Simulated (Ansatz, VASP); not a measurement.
One calculation of SiC, two programs

POSCAR

```
SiC
1.0
    3.0753562392      0.0000000000      0.0000000000
   -1.5376781196      2.6633366288      0.0000000000
    0.0000000000      0.0000000000      4.9976270101
Si C
2 2
Direct
    0.3333333333      0.6666666667     -0.0009146521
    0.6666666667      0.3333333333      0.4990853479
    0.3333333333      0.6666666667      0.3759146521
    0.6666666667      0.3333333333      0.8759146521
```

Contents of INCAR.step1:

```
SYSTEM = SiC
ALGO     = Normal         ! electronic algorithm
EDIFF    = 1E-4           ! SCF threshold, eV
ENCUT    = 520            ! plane-wave cutoff, eV
GGA      = PE             ! functional
ISMEAR   = 0              ! smearing method
LASPH    = .True.         ! aspherical terms in the spheres
LCHARG   = .False.        ! write CHGCAR
LREAL    = .False.        ! projectors in reciprocal space
LWAVE    = .True.         ! write WAVECAR
NBANDS   = 16             ! bands
NELM     = 60             ! most SCF steps
PREC     = Accurate       ! precision mode
SIGMA    = 0.01           ! smearing width, eV
```

Contents of INCAR.step2:

```
SYSTEM = SiC
ALGO     = Normal         ! electronic algorithm
EDIFF    = 1E-6           ! SCF threshold, eV
ENCUT    = 520            ! plane-wave cutoff, eV
ISIF     = 2              ! what is computed and relaxed
ISMEAR   = 0              ! smearing method
ISTART   = 1            
LASPH    = .True.         ! aspherical terms in the spheres
LCHARG   = .False.        ! write CHGCAR
LMIXTAU  = .True.       
LREAL    = .False.        ! projectors in reciprocal space
LWAVE    = .False.        ! write WAVECAR
METAGGA  = R2SCAN         ! meta-GGA
NBANDS   = 16             ! bands
NELM     = 60             ! most SCF steps
PREC     = Accurate       ! precision mode
SIGMA    = 0.01           ! smearing width, eV
```

KPOINTS

```
k-points
0
Gamma
  12 12 6
  0 0 0
```

Input for Ansatz:

```yaml
crystal:
  lattice:
    - [3.0753562392, 0.0, 0.0]
    - [-1.5376781196, 2.6633366288, 0.0]
    - [0.0, 0.0, 4.9976270101]
  atoms:
    - { symbol: Si, position: [0.3333333333, 0.6666666667, -0.0009146521] }
    - { symbol: Si, position: [0.6666666667, 0.3333333333, 0.4990853479] }
    - { symbol: C, position: [0.3333333333, 0.6666666667, 0.3759146521] }
    - { symbol: C, position: [0.6666666667, 0.3333333333, 0.8759146521] }
kpoints:
  mp_grid: { grid: [12, 12, 6] }
  band_path:
    path:
      - [0.0, 0.0, 0.0]
      - [0.5, 0.0, 0.0]
      - [0.3333333333, 0.3333333333, 0.0]
      - [0.0, 0.0, 0.5]
      - [0.5, 0.0, 0.5]
      - [0.3333333333, 0.3333333333, 0.5]
    npoints: 1
hamiltonian:
  xc: r2scan
scf:
  occupations: { method: fixed }
  n_extra_bands: 5
output:
  forces: true
  stress: true
  eigenvalues: true
```

Change from the starting cell: uniaxial_z strain -1.0%.

Alike in both runs: task single point; functional r2SCAN; k mesh 12 × 12 × 6; no spin polarisation.

|  | VASP | Ansatz |
| --- | --- | --- |
| version | VASP 6.6.1 | Ansatz 0.2.0 |
| potentials or method | VASP PAW PBE potentials, release 64 (Si, C) | plane waves, PAW |
| plane-wave cutoff (eV) | 520 | 500 |
| occupations | gaussian, width 0.01 eV | fixed |
| valence electrons in the cell | 16 | 16 |

|  | VASP | Ansatz | Ansatz less VASP |
| --- | --- | --- | --- |
| gap on the k mesh at the Fermi level (eV) | 2.72 | 2.71 | -0.008 |
| pressure (GPa) | 2.1 | 2.3 | +0.19 |
| largest component of the traceless stress (GPa) | 3.61 | 3.57 | -0.037 |

Caveats: the PAW data sets were made with another functional, which shifts forces and pressure a little (VASP). A k mesh can miss the band edges.
